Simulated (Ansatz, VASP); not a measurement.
One calculation of GaP, two programs

File INCAR:

```
ALGO = Normal ; EDIFF = 1E-7
ENCUT = 520 ; GGA = PE
ISIF = 2 ; ISMEAR = -1
LASPH = T ; LCHARG = F
LREAL = F ; LWAVE = F
NBANDS = 16 ; NELM = 100
PREC = Accurate ; SIGMA = 0.05
```

The input KPOINTS:

```
k-points
0
Gamma
  8 8 8
```

The input POSCAR:

```
GaP
1.0
    0.0000000000      2.7252500000      2.7252500000
    2.7252500000      0.0000000000      2.7252500000
    2.7252500000      2.7252500000      0.0000000000
Ga P
1 1
Direct
    0.0000000000      0.0000000000      0.0000000000
    0.7500000000      0.7500000000      0.7500000000
```

The input input.yaml:

```yaml
crystal:
  lattice:
    - [0.0, 2.72525, 2.72525]
    - [2.72525, 0.0, 2.72525]
    - [2.72525, 2.72525, 0.0]
  atoms:
    - { symbol: Ga, position: [0.0, 0.0, 0.0] }
    - { symbol: P, position: [0.75, 0.75, 0.75] }
kpoints:
  mp_grid: { grid: [8, 8, 8] }
  band_path:
    path:
      - [0.0, 0.0, 0.0]
      - [0.5, 0.0, 0.5]
      - [0.5, 0.25, 0.75]
      - [0.375, 0.375, 0.75]
      - [0.0, 0.0, 0.0]
      - [0.5, 0.5, 0.5]
      - [0.625, 0.25, 0.625]
      - [0.5, 0.25, 0.75]
    npoints: 6
scf:
  occupations: { method: fermi_dirac, width: 0.05 }
hamiltonian:
  xc: pbe
  pseudopotentials: { kind: all_electron, lapw: { basis_error: 0.001 } }
output:
  forces: true
  stress: true
  eigenvalues: true
```

Alike in both runs: functional PBE; k mesh 8 × 8 × 8; occupations fermi-dirac, width 0.05 eV; no spin polarisation.

```csv
,VASP,Ansatz
version,VASP 6.6.1,Ansatz 0.2.0
potentials or method,"VASP PAW PBE potentials, release 64 (Ga_d, P)","all-electron LAPW, scalar-relativistic"
plane-wave cutoff (eV),520,see its input
task,single point,band structure
```

```csv
,VASP,Ansatz,Ansatz less VASP
gap on the k mesh at the Fermi level (eV),1.64,1.64,+0.003
least direct gap on the mesh (eV),1.83,1.83,+0.004
pressure (GPa),2.5,2.5,0.00
```

Ansatz ran all-electron here, so the differences hold the error of VASP's frozen core and of both bases.

A k mesh can miss the band edges.
